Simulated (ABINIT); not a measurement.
# WC (Qusongite) (P-6m2) in ABINIT: notebook, part 2 of 2

ABINIT 10.8.3 (patched build). The steps go on from the part before.

### Step 3. Relaxation of cell and atoms, LDA

The input, run.abi:

```
# Pseudopotentials
pp_dirpath "./"
pseudos "W.upf, C.upf"

# Structure
acell 2.9065 2.9065 2.8366 Angstrom
rprim
     1.0000000000     0.0000000000     0.0000000000
    -0.5000000000     0.8660254038     0.0000000000
     0.0000000000     0.0000000000     1.0000000000
ntypat 2
znucl 74 6
natom 2
typat 1 2
chkprim 0
chksymtnons 0
tolsym 1.0e-6
xred
            0.0            0.0            0.0
            2/3            1/3            1/2

# Plane-wave basis
ecut 41.0
ecutsm 0.5

# k points
kptopt 1
ngkpt 8 8 7
nshiftk 1
shiftk 0.0 0.0 0.0

# Exchange and correlation
ixc 7

# Bands and occupations
nband 13
occopt 3
tsmear 0.05 eV

# SCF cycle
nstep 80
tolvrs 1.0e-12

# Output
iomode 3
prteig 0
prtebands 0
prtwf 0
prtden 0

# Relaxation
ionmov 2
optcell 2
ntime 50
tolmxf 2.0e-5
dilatmx 1.08
```

Potentials or basis: PseudoDojo NC SR LDA v0.4.1 standard.

The run is started by

```bash
mpirun --bind-to none -np 4 abinit run.abi > log 2>&1
```

run.abo:

```text
.Version 10.8.3 of ABINIT
 Symmetries : space group P-6 m 2 (#187); Bravais hP (primitive hexag.)
================================================================================
 Values of the parameters that define the memory need of the present run
     intxc =       0    ionmov =       2      iscf =       7    lmnmax =       8
     lnmax =       8     mgfft =      36  mpssoang =       4    mqgrid =    3001
     natom =       2  nloc_mem =       1    nspden =       1   nspinor =       1
    nsppol =       1      nsym =      12    n1xccc =    2501    ntypat =       2
    occopt =       3   xclevel =       1
       mpw =        2261          nfft =       46656          nkpt =          40
================================================================================
================================================================================

--------------------------------------------------------------------------------
------------- Echo of variables that govern the present computation ------------
--------------------------------------------------------------------------------
 -outvars: echo values of preprocessed input variables --------
            acell      5.4924889850E+00  5.4924889850E+00  5.3603971288E+00 Bohr
              amu      1.83850000E+02  1.20110000E+01
          chkprim           0
      chksymtnons           0
          dilatmx      1.08000000E+00
             ecut      4.10000000E+01 Hartree
           ecutsm      5.00000000E-01 Hartree
           ionmov           2
              ixc           7
         kptrlatt        8    0    0      0    8    0      0    0    7
          kptrlen      3.75227799E+01
            natom           2
            nband          13
            ngfft          36      36      36
             nkpt          40
            nstep          80
             nsym          12
            ntime          50
           ntypat           2
           occopt           3
          optcell           2
           prtden           0
        prtebands           0
           prteig           0
            prtwf           0
            rprim      1.0000000000E+00  0.0000000000E+00  0.0000000000E+00
                      -5.0000000000E-01  8.6602540380E-01  0.0000000000E+00
                       0.0000000000E+00  0.0000000000E+00  1.0000000000E+00
          spgroup         187
           tolmxf      2.00000000E-05
           tolsym      1.00000000E-06
           tolvrs      1.00000000E-12
           tsmear      1.83746611E-03 Hartree
            typat      1  2
           xangst      0.0000000000E+00  0.0000000000E+00  0.0000000000E+00
                       1.4532500000E+00  8.3903427871E-01  1.4183000000E+00
            xcart      0.0000000000E+00  0.0000000000E+00  0.0000000000E+00
                       2.7462444925E+00  1.5855449970E+00  2.6801985644E+00
             xred      0.0000000000E+00  0.0000000000E+00  0.0000000000E+00
                       6.6666666667E-01  3.3333333333E-01  5.0000000000E-01
            znucl       74.00000    6.00000

================================================================================

 chkinp: Checking input parameters for consistency.

================================================================================
[... 20 lines left out ...]

 getcut: wavevector=  0.0000  0.0000  0.0000  ngfft=  36  36  36
         ecut(hartree)=     47.822   => boxcut(ratio)=   2.10549

--- Pseudopotential description ------------------------------------------------
- pspini: atom type   1  psp file is ./W.upf
  74.00000  14.00000  180309                  znucl, zion, pspdat
12 -1012 3 -1 1380                            pspcod,pspxc,lmax,lloc,mmax
     nproj     2     2     2     2

- pspini: atom type   2  psp file is ./C.upf
   6.00000   4.00000  180309                  znucl, zion, pspdat
12 -1012 1 -1 1234                            pspcod,pspxc,lmax,lloc,mmax
     nproj     2     2     0     0

   2.81287878E+02                                ecore*ucvol(ha*bohr**3)
--------------------------------------------------------------------------------

================================================================================

=== [ionmov= 2] Broyden-Fletcher-Goldfarb-Shanno method (forces)
================================================================================

--- Iteration: ( 1/50) Internal Cycle: (1/1)
--------------------------------------------------------------------------------

---SELF-CONSISTENT-FIELD CONVERGENCE--------------------------------------------
[... 475 lines left out ...]
 Difference of energy with previous step (new-old):
           Absolute (Ha)=-3.44595E-09
           Relative     =-4.20356E-11

 At Broyd/MD step   5, gradients are converged :
  max grad (force/stress) = 1.3958E-05 < tolmxf= 2.0000E-05 ha/bohr (free atoms)

================================================================================

 ----iterations are completed or convergence reached----

 Mean square residual over all n,k,spin=   25.118E-14; max=  12.985E-11
 reduced coordinates (array xred) for    2 atoms
      -0.000000000000     -0.000000000000      0.000000000000
       0.666666666667      0.333333333333      0.500000000000
 rms dE/dt=  2.4874E-27; max dE/dt=  4.3082E-27; dE/dt below (all hartree)
    1      -0.000000000000      0.000000000000      0.000000000000
    2       0.000000000000      0.000000000000      0.000000000000

 cartesian coordinates (angstrom) at end:
    1     -0.00000000000000    -0.00000000000000     0.00000000000000
    2      1.44160575330391     0.83231146975028     1.40457514302959

 cartesian forces (hartree/bohr) at end:
    1      0.00000000000000     0.00000000000000    -0.00000000000000
    2     -0.00000000000000    -0.00000000000000    -0.00000000000000
 frms,max,avg= 5.2714791E-28 7.9072187E-28   0.000E+00  0.000E+00  0.000E+00 h/b

 cartesian forces (eV/Angstrom) at end:
    1      0.00000000000000     0.00000000000000    -0.00000000000000
    2     -0.00000000000000    -0.00000000000000    -0.00000000000000
 frms,max,avg= 2.7107035E-26 4.0660553E-26   0.000E+00  0.000E+00  0.000E+00 e/A
 length scales=  5.448480110555  5.448480110628  5.308524687167 bohr
              =  2.883211506608  2.883211506647  2.809150286059 angstroms
 Fermi (or HOMO) energy (hartree) =   0.65635   Average Vxc (hartree)=  -0.53583
 Eigenvalues (hartree) for nkpt=  40  k points:
 kpt#   1, nband= 13, wtk=  0.00223, kpt=  0.0000  0.0000  0.0000 (reduced coord)
  -2.06592   -0.74237   -0.73773   -0.73773    0.11701    0.48654    0.52330    0.52330
   0.65477    0.77203    0.77203    0.86119    0.86119
      occupation numbers for kpt#   1
   2.00000    2.00000    2.00000    2.00000    2.00000    2.00000    2.00000    2.00000
   1.40692    0.00000    0.00000    0.00000    0.00000
 prteigrs : prtvol=0 or 1, do not print more k-points.

--- !EnergyTerms
iteration_state     : {dtset: 1, itime: 5, icycle: 1, }
comment             : Components of total free energy in Hartree
kinetic             :  2.45400883338900E+01
hartree             :  8.58893751948881E+00
xc                  : -1.86677911581043E+01
Ewald energy        : -6.65799340301579E+01
psp_core            :  2.06108453478706E+00
local_psp           : -4.44103514085803E+01
non_local_psp       :  1.24910791974353E+01
internal            : -8.19768870112413E+01
'-kT*entropy'       : -6.32751565773004E-05
total_energy        : -8.19769502863979E+01
total_energy_eV     : -2.23070645751076E+03
band_energy         : -4.06931389284257E+00
...

 Cartesian components of stress tensor (hartree/bohr^3)
  sigma(1 1)= -1.87522844E-09  sigma(3 2)=  0.00000000E+00
  sigma(2 2)= -1.87577117E-09  sigma(3 1)=  0.00000000E+00
  sigma(3 3)= -1.39582301E-07  sigma(2 1)=  0.00000000E+00

-Cartesian components of stress tensor (GPa)         [Pressure=  1.4057E-03 GPa]
- sigma(1 1)= -5.51711254E-05  sigma(3 2)=  0.00000000E+00
- sigma(2 2)= -5.51870933E-05  sigma(3 1)=  0.00000000E+00
- sigma(3 3)= -4.10665308E-03  sigma(2 1)=  0.00000000E+00

== END DATASET(S) ==============================================================
================================================================================

 -outvars: echo values of variables after computation  --------
            acell      5.4484801106E+00  5.4484801106E+00  5.3085246872E+00 Bohr
           etotal     -8.1976950286E+01
            fcart      7.9072186548E-28  4.5652348188E-28 -0.0000000000E+00
                      -7.9072186548E-28 -4.5652348188E-28 -0.0000000000E+00
            rprim      1.0000000000E+00  0.0000000000E+00  0.0000000000E+00
                      -4.9999999999E-01  8.6602540379E-01  0.0000000000E+00
                       0.0000000000E+00  0.0000000000E+00  1.0000000000E+00
           strten     -1.8752284378E-09 -1.8757711738E-09 -1.3958230111E-07
                       0.0000000000E+00  0.0000000000E+00  0.0000000000E+00
           xangst     -2.0434907735E-28 -1.1798099482E-28  0.0000000000E+00
                       1.4416057533E+00  8.3231146975E-01  1.4045751430E+00
             xred     -9.4500676015E-29 -4.7250338006E-29  0.0000000000E+00
                       6.6666666667E-01  3.3333333333E-01  5.0000000000E-01
 Calculation completed.
```

Wall time 34 s (4 MPI ranks of Arm Neoverse V2, shared host); peak memory 0.28 GiB.

What came out:

```
Free energy                            : -2230.7065 eV
Relaxed volume                         : 10.11 Å³/atom
Relaxed cell                           : a = 2.883 Å, b = 2.883 Å, c = 2.809 Å, α = 90.00°, β = 90.00°, γ = 120.00°
Space group after relaxing (to 0.05 Å) : P-6m2 (No. 187)
Energy gained by relaxing              : 9.0 meV/atom
Ionic steps                            : 5
Pressure after relaxing                : 0.0 GPa
Band gap on the k mesh                 : none (metal or under the smearing width)
```

Step by step:
```
step  energy change (eV)  largest force (eV/Å)  pressure (GPa)  volume (Å³)
   1              0.0000                0.0000          -10.50        20.75
   2             -0.0167                0.0000            2.86        20.09
   3             -0.0179                0.0000           -0.10        20.23
   4             -0.0179                0.0000           -0.01        20.22
   5             -0.0179                0.0000            0.00        20.22
```

Final structure:
```
W C
1.0
     2.88321    0.00000    0.00000
    -1.44161    2.49693    0.00000
     0.00000    0.00000    2.80915
W C
1 1
Direct
  0.00000 0.00000 0.00000
  0.66667 0.33333 0.50000
```

The run has no spin-orbit coupling, so splittings on W are missing. Zero-point motion and thermal expansion aren't in these numbers.

### Step 4. Single point, LDA (cell relaxed)

The input, run.abi:

```
# Pseudopotentials
pp_dirpath "./"
pseudos "W.upf, C.upf"

# Structure
acell 3*1.0
rprim
     5.4484801133     0.0000000000     0.0000000000
    -2.7242400472     4.7185221861     0.0000000000
     0.0000000000     0.0000000000     5.3085246910
ntypat 2
znucl 74 6
natom 2
typat 1 2
xred
     0.0000000000     0.0000000000     0.0000000000
     0.6666666700     0.3333333300     0.5000000000
chkprim 0
chksymtnons 0
tolsym 1.0e-6

# Plane-wave basis
ecut 41.0

# k points
kptopt 1
ngkpt 8 8 7
nshiftk 1
shiftk 0.0 0.0 0.0

# Exchange and correlation
ixc 7

# Bands and occupations
nband 13
occopt 3
tsmear 0.05 eV

# SCF cycle
nstep 100
tolvrs 1.0e-10

# Output
iomode 3
prtwf 0
prtden 0
prteig 0
prtebands 0
enunit 1
```

The run is started by

```bash
mpirun --bind-to none -np 4 abinit run.abi > log 2>&1
```

It took 6.9 s on 4 MPI ranks of Arm Neoverse V2, shared host; peak memory 0.28 GiB.

It converged, with:

| Property | Result |
| --- | --- |
| Free energy | -2230.7066 eV |
| Pressure | -0.1 GPa |
| Band gap on the k mesh | none (metal or under the smearing width) |
| Valence electrons inside the program's atomic spheres | W 10.25; C 4.13 |

Levels at points of the mesh, in eV from the Fermi level:
| k point | band 5 | band 6 | band 7 | band 8 | band 9 | band 10 | band 11 | band 12 | band 13 |
| --- | --- | --- | --- | --- | --- | --- | --- | --- | --- |
| (0.00, 0.00, 0.00) | -14.68 | -4.62 | -3.62 | -3.62 | -0.04 | 3.15 | 3.15 | 5.57 | 5.58 |
| (0.50, 0.00, 0.00) | -11.22 | -7.27 | -3.89 | -3.85 | -0.63 | 2.23 | 4.49 | 4.85 | 6.83 |

The run has no spin-orbit coupling, so splittings on W are missing.

### Step 5. Single point, LDA

The input, run.abi:

```
pp_dirpath "./"
pseudos "W.LDA_PW-JTH.xml, C.LDA_PW-JTH.xml"

acell 3*1.0
rprim
     5.4924889812     0.0000000000     0.0000000000
    -2.7462444906     4.7566349877     0.0000000000
     0.0000000000     0.0000000000     5.3603971251
ntypat 2
znucl 74 6
natom 2
typat 1 2
xred
     0.0000000000     0.0000000000     0.0000000000
     0.6666666667     0.3333333333     0.5000000000

ecut 435.382180 eV
pawecutdg 32.0

kptopt 1
ngkpt 8 8 7
nshiftk 1
shiftk 0.0 0.0 0.0

ixc 7

nband 13
occopt 3
tsmear 0.05 eV

nstep 100
tolvrs 1.0e-9

iomode 3
prtwf 0
prtden 0
prteig 0
prtebands 0
```

Potentials or basis: JTH PAW LDA v2.0.

The run is started by

```bash
mpirun --bind-to none -np 4 abinit run.abi > log 2>&1
```

Run time: 2.8 s. Hardware: 4 MPI ranks of Arm Neoverse V2, shared host; peak memory 0.24 GiB.

The run converged. Its results:

| Property | Result |
| --- | --- |
| Free energy | -2044.0803 eV |
| Pressure | -10.8 GPa |
| Band gap on the k mesh | none (metal or under the smearing width) |
| Valence electrons inside the program's atomic spheres | W 11.92; C 2.48 |

Stress tensor (GPa, compression positive):
```
 -9.78   0.00   0.00
  0.00  -9.78   0.00
  0.00   0.00 -12.80
```

Levels at points of the mesh, in eV from the Fermi level:
| k point | band 5 | band 6 | band 7 | band 8 | band 9 | band 10 | band 11 | band 12 | band 13 |
| --- | --- | --- | --- | --- | --- | --- | --- | --- | --- |
| (0.00, 0.00, 0.00) | -14.47 | -4.47 | -3.48 | -3.48 | -0.04 | 3.03 | 3.03 | 5.46 | 5.46 |
| (0.50, 0.00, 0.00) | -11.08 | -7.14 | -3.77 | -3.72 | -0.59 | 2.15 | 4.36 | 4.71 | 6.70 |

### Step 6. Single point, PBEsol

run.abi, as its differences from that of step 5:

```diff
@@ -1,4 +1,6 @@
+# Pseudopotentials
 pp_dirpath "./"
-pseudos "W.LDA_PW-JTH.xml, C.LDA_PW-JTH.xml"
+pseudos "W.upf, C.upf"
 
+# Structure
 acell 3*1.0
@@ -16,5 +18,6 @@
 
-ecut 435.382180 eV
-pawecutdg 32.0
+# Plane-wave basis
+ecut 1006.821291 eV
 
+# k points
 kptopt 1
@@ -24,11 +27,15 @@
 
-ixc 7
+# Exchange and correlation
+ixc -116133
 
+# Bands and occupations
 nband 13
 occopt 3
-tsmear 0.05 eV
+tsmear 0.00183747
 
+# SCF cycle
 nstep 100
-tolvrs 1.0e-9
+tolvrs 1.0e-10
 
+# Output
 iomode 3
```

Potentials or basis: PseudoDojo NC SR PBEsol v0.4.1 standard.

The run is started by

```bash
mpirun --bind-to none -np 4 abinit run.abi > log 2>&1
```

Run time: 8.1 s. Hardware: 4 MPI ranks of Intel Xeon 6975P-C (Granite Rapids), shared host; peak memory 0.24 GiB.

It converged, with:

```yaml
Free_energy: -2227.3611 eV
Pressure: -3.5 GPa
Band_gap_on_the_k_mesh: none (metal or under the smearing width)
Valence_electrons_inside_the_program's_atomic_spheres: W 10.17; C 4.08
```

Stress tensor (GPa, compression positive):
```
-2.92  0.00  0.00
 0.00 -2.92  0.00
 0.00  0.00 -4.53
```

Levels at points of the mesh, in eV from the Fermi level:
| k point | band 5 | band 6 | band 7 | band 8 | band 9 | band 10 | band 11 | band 12 | band 13 |
| --- | --- | --- | --- | --- | --- | --- | --- | --- | --- |
| (0.00, 0.00, 0.00) | -14.58 | -4.47 | -3.48 | -3.48 | -0.04 | 3.08 | 3.08 | 5.50 | 5.50 |
| (0.50, 0.00, 0.00) | -11.20 | -7.19 | -3.77 | -3.72 | -0.59 | 2.19 | 4.40 | 4.75 | 6.73 |

### Step 7. The runs side by side

```csv
task,level,potentials or basis,cell,cutoff (eV),cell freedom (optcell),optimiser (ionmov),cutoff smearing ecutsm (Ha),force stop (Ha/bohr),fine-grid cutoff,gap on the mesh (eV),pressure (GPa)
single point,LDA,PseudoDojo NC SR LDA v0.4.1 standard,as given,844,-,-,-,-,-,none,-
relaxation of cell and atoms,LDA,PseudoDojo NC SR LDA v0.4.1 standard,relaxed,1116,2,2,0.5,2e-05,-,none,0.0
single point,LDA,PseudoDojo NC SR LDA v0.4.1 standard,cell relaxed,1116,-,-,-,-,-,none,-0.1
single point,LDA,JTH PAW LDA v2.0,as given,435,-,-,-,-,870.764 eV,none,-10.8
single point,PBEsol,PseudoDojo NC SR PBEsol v0.4.1 standard,as given,1007,-,-,-,-,-,none,-3.5
```

Alike in all rows: no spin polarisation; k mesh 8 × 8 × 7; smearing fermi-dirac 0.05 eV.

Absolute energies hang on the potentials; compare differences alone.
